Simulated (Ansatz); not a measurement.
**SiO2: ¹⁷O nuclear quadrupole resonance**

Cell: a computed structure from the Materials Project (it need not be an observed phase).

Space group Pnnm (No. 58); a = 4.9580, b = 8.7413, c = 8.6786 Å.

```
site  Wyckoff  site symmetry       x       y       z
  Si       8h              1  0.9337  0.1741  0.1813
  O9       4g            ..m  0.0136  0.8013  0.0000
 O10       4e            ..2  0.5000  0.5000  0.2716
 O13       8h              1  0.1232  0.2889  0.7216
```

One atom of each set is listed.

Computed with Ansatz: DFT, PBE, plane waves and PAW (field gradients read without the response of the frozen cores, which leaves them typically 4 to 6 % off), scalar-relativistic, 420 eV cutoff, Γ-centred 5×3×3 k-points, Fermi–Dirac smearing 0.02 eV.

¹⁷O: I = 5/2, Q = -25.58 mb (year-2017 value). Static lattice, zero field.

**Question.** At which frequencies do the ¹⁷O NQR lines lie?

**Answer.** For I = 5/2 and η = 0 the lines are 3|C_Q|/20 and twice that; η pulls their ratio below 2.

```json
{"site": "O9", "atoms": "4", "V_zz (10²¹ V/m²)": "9.97", "C_Q (MHz)": "-6.16", "η": "0.13", "line frequencies (MHz)": "0.940, 1.84"}
{"site": "O10", "atoms": "4", "V_zz (10²¹ V/m²)": "9.81", "C_Q (MHz)": "-6.07", "η": "0.10", "line frequencies (MHz)": "0.919, 1.82"}
{"site": "O13", "atoms": "8", "V_zz (10²¹ V/m²)": "9.48", "C_Q (MHz)": "-5.87", "η": "0.22", "line frequencies (MHz)": "0.926, 1.74"}
```

At O9, O10 and O13 V_zz runs parallel to the line that joins its two neighbours (within 1°) in each case.

The largest force is 0.3 eV/Å, so the atoms aren't at the calculated equilibrium and relaxing them would move these values.
